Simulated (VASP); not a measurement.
Write the native input for VASP 6.6.1 that does the following.

| Item | Value |
| --- | --- |
| Task | single point |
| Functional | PBE |
| Potentials or basis | VASP PAW PBE potentials, release 64 (B, P) |
| Cutoff | 520 eV |
| k mesh | 12 × 12 × 12 |
| Occupations | gaussian, width 0.05 eV |
| Spin | no spin polarisation |
| Dipole correction | no |
| Further INCAR settings | ALGO = Fast; EDIFF = 1e-06; NBANDS = 11 |

The structure of BP lies in POSCAR:

```
BP
1.0
    0.0000000000      2.0215509557      2.8584730513
    2.0215509557      0.0000000000      2.8584730513
    2.0215509557      2.0215509557      0.0000000000
B P
1 1
Direct
    0.0000000000      0.0000000000      0.0000000000
    0.7500000000      0.7500000000      0.7500000000
```

Measurements of this composition are mostly on another form, of space group No. 216.

The input as run:

INCAR

```
PREC     = Accurate       # precision mode
ENCUT    = 520            # plane-wave cutoff, eV
EDIFF    = 1E-6           # SCF threshold, eV
ISMEAR   = 0              # smearing method
SIGMA    = 0.05           # smearing width, eV
LREAL    = False          # projectors in reciprocal space
LASPH    = True           # aspherical terms in the spheres
NELM     = 100            # most SCF steps
ALGO     = Fast           # electronic algorithm
ISIF     = 2              # what is computed and relaxed
LWAVE    = False          # write WAVECAR
LCHARG   = True           # write CHGCAR
GGA      = PE             # functional
LELF     = True           # ELF
LVHAR    = True         
NBANDS   = 11             # bands
```

KPOINTS

```
Automatic mesh
0
Gamma
  12 12 12
```

Potentials or basis: VASP PAW PBE potentials, release 64 (B, P).

Launch:

```bash
$ cat potpaw_PBE.64/B/POTCAR potpaw_PBE.64/P/POTCAR > POTCAR
$ mpirun -np 1 vasp_std > vasp.out
```

It gave:

The pressure is -1.0 GPa and the band gap on the k mesh is none (metal or under the smearing width).

Wall time 28 s on 1 thread of Intel(R) Xeon(R) Platinum 8488C (Sapphire Rapids), with other jobs on the host, peak memory 0.16 GiB.
